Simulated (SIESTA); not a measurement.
## Al2Pt under changes of volume

One of the cells (17.202 Å³/atom); the others are scaled copies at fixed shape and fractional positions:

```
Pt Al
1.0
     0.00000    2.95500    2.95500
     2.95500    0.00000    2.95500
     2.95500    2.95500    0.00000
Pt Al
1 2
Direct
  0.00000 0.00000 0.00000
  0.75000 0.75000 0.75000
  0.25000 0.25000 0.25000
```

```yaml
Program: SIESTA 5.4.2
Functional: LDA
Potentials_or_basis: PseudoDojo 0.4 standard (LDA files)
Basis: DZP (energy shift 0.003 Ry; two zetas on semicore shells)
Grid_cutoff: 800 Ry
Energy_shift: 0.003 Ry
k_mesh: 8 × 8 × 8
Occupations: fermi-dirac, width 0.05 eV
Spin: no spin polarisation
```

```tsv
volume (Å³/atom)	energy over the lowest point (meV/atom)	pressure (GPa)
16.170	12.58	6.4
16.514	2.75	2.9
16.858	0.00	-0.2
17.202	3.61	-3.0
17.546	12.82	-5.5
17.890	27.03	-7.7
18.234	?	?
```

Problem. What does the run at 18.234 Å³/atom give?

Solution. Energy over the lowest point 45.73 meV/atom; pressure -9.6 GPa.

Worked out: A Birch-Murnaghan fit of order 3 (a polynomial in V^(-2/3)) to the other rows has its minimum at 16.83 Å³/atom with B0 = V·E''(V) = 145 GPa and B' = 4.8. It gives 45.69 meV/atom at 18.234 Å³/atom, against the run's 45.73, and -dE/dV = -9.6 GPa, against -9.6.

Energies are extrapolated to zero smearing.

Caveats: short orbitals over semicore shells can move pressures by several GPa; the basis of atomic orbitals isn't converged, which shifts pressures, moduli and gaps.
